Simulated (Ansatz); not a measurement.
Ge: single point with PBE

**Experimental background.**

From “Temperature-dependent photoluminescence in Ge: experiment and theory”, 2020, arxiv:2003.00143, for a bulk crystal of Ge at 0 K: band gap 0.744 eV (indirect).

The system is Ge.

```xyz
2
Lattice="0.0000 2.8289 2.8289 2.8289 0.0000 2.8289 2.8289 2.8289 0.0000" Properties=species:S:1:pos:R:3 pbc="T T T"
Ge    4.2434    4.2434    4.2434
Ge    2.8289    2.8289    2.8289
```

* Program: Ansatz 0.2.0
* Task: single point
* Functional: PBE
* Potentials or basis: all-electron LAPW, scalar-relativistic
* Cutoff: 316 eV (chosen from the basis error)
* Basis error allowed: 0.001 eV/atom
* k mesh: 8 × 8 × 8
* Occupations: gaussian, width 0.015 eV
* Spin: no spin polarisation

```
Pressure               : 3.6 GPa
Band gap on the k mesh : 0.04 eV, direct
```

Levels at points of the mesh, in eV from the valence-band top:
```
             k point  band 20  band 21  band 22  band 23  band 24  band 25
  (0.00, 0.00, 0.00)     0.00     0.00     0.00     0.04     2.55     2.55
 (0.00, 0.00, -0.50)    -7.60    -1.40    -1.40     0.18     3.74     3.74
(0.00, -0.50, -0.50)    -8.88    -3.07    -3.07     0.75     0.75     9.51
```

Run time: 5.1 s on 1 thread of AMD EPYC 9R14 (Zen 4) (shared host), peak memory 0.33 GiB.

Against the measured gap of Ge, 0.744 eV (indirect; 0 K; “Temperature-dependent photoluminescence in Ge: experiment and theory”, 2020, arxiv:2003.00143), the calculated 0.04 eV is off by -0.71 eV. 3 values of this kind are on record (0.666 to 0.807 eV); this one was drawn at random among those near their median. Spin-orbit coupling on Ge is left out. The value is that of PBE on a finite k mesh, which can miss the band edges, without temperature or zero-point motion. Semilocal functionals fall short of measured gaps as a rule.
